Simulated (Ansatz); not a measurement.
Input and output of a single-point calculation on SrTiO3 in the cubic perovskite structure (the plane-wave code Ansatz, PBE). The cell was relaxed with r2SCAN and then strained (isotropic -2.0 % on every length), with the atoms relaxed again with r2SCAN; k points keep the names of the unstrained zone.

Input file:
```yaml
crystal:
  lattice:
    - [3.8287144715, 0.0, 0.0]
    - [0.0, 3.8287144715, 0.0]
    - [0.0, 0.0, 3.8287144715]
  atoms:
    - { symbol: Sr, position: [0.0, 0.0, 0.0] }
    - { symbol: Ti, position: [0.5, 0.5, 0.5] }
    - { symbol: O, position: [0.5, 0.5, 0.0] }
    - { symbol: O, position: [0.5, 0.0, 0.5] }
    - { symbol: O, position: [0.0, 0.5, 0.5] }
kpoints:
  mp_grid: { grid: [6, 6, 6] }
  band_path:
    path: [[0.0, 0.0, 0.0], [0.0, 0.5, 0.0], [0.5, 0.5, 0.0], [0.5, 0.5, 0.5]]
    npoints: 1
hamiltonian:
  xc: pbe
scf:
  occupations: { method: fermi_dirac, width: 0.02 }
  n_extra_bands: 5
output:
  forces: true
  stress: true
  eigenvalues: true
```

Command: `ansatz run input.yaml --threads 2 --pin off --max-ram 20275MiB --backend cpu --events-out ev --progress --plain --runs-dir out`.

Question: It took 0.93 s on 2 threads of AMD EPYC 7R13 Processor (Zen 3) (shared host), load about 1.8 per core. What peak of host memory did it reach?

Answer: About 0.36 GiB.

The output, standing remarks left out:
```
scf.n_extra_bands = 5 over 20 filled bands (N_el = 40.0): the run solves 25 bands
Functional definition: PBE
Crystal: 5 atoms, lattice volume = 56.125 Å³
Basis set: ecut = 420 eV, 1045 PW (Γ)
Symmetry: 48 space group operations
Space group: Pm-3m (ITA 221)
k-points: 20 of 216
SCF converged after 6 iterations
Free energy (F): -7754.246377 eV
Fermi energy:    11.850458 eV
--- Stress (GPa, compression-positive) ---
       17.020822       0.000000       0.000000
        0.000000      17.020822       0.000000
        0.000000       0.000000      17.020822
  P = ⅓ Tr σ = 17.0208 GPa (170.208 kbar)
```

Levels at the listed points, from bands.tsv (eV from the Fermi energy, bands near the gap, counted from 0):
```tsv
# k_distance	band_15	band_16	band_17	band_18	band_19	band_20	band_21	band_22	band_23
# fermi_ev = 11.850458
# [0, 0, 0] at k_distance = 0.000000
# [0, 0.5, 0] at k_distance = 0.820535
# [0.5, 0.5, 0] at k_distance = 1.641069
# [0.5, 0.5, 0.5] at k_distance = 2.461604
# levels_relative_to = fermi_ev
0.000	-2.274	-2.274	-1.303	-1.303	-1.303	0.995	0.995	0.995	3.772
0.821	-3.496	-3.496	-3.162	-1.704	-1.704	1.191	3.123	3.123	3.812
1.641	-4.073	-2.657	-2.616	-2.616	-1.098	3.136	3.136	3.612	4.874
2.462	-4.885	-4.885	-1.002	-1.002	-1.002	3.878	3.878	3.878	6.218
```
In order the rows are Γ, X, M, R.

PBE gives an indirect gap of 2.00 eV, from R to Γ; the least direct gap is 2.30 eV at Γ. The gap is the least over the mesh and the extra points. The mean pressure is +17.02 GPa (compression positive), so PBE would enlarge the cell's volume.

The values are computed, spin-unpolarised, and not measurements.
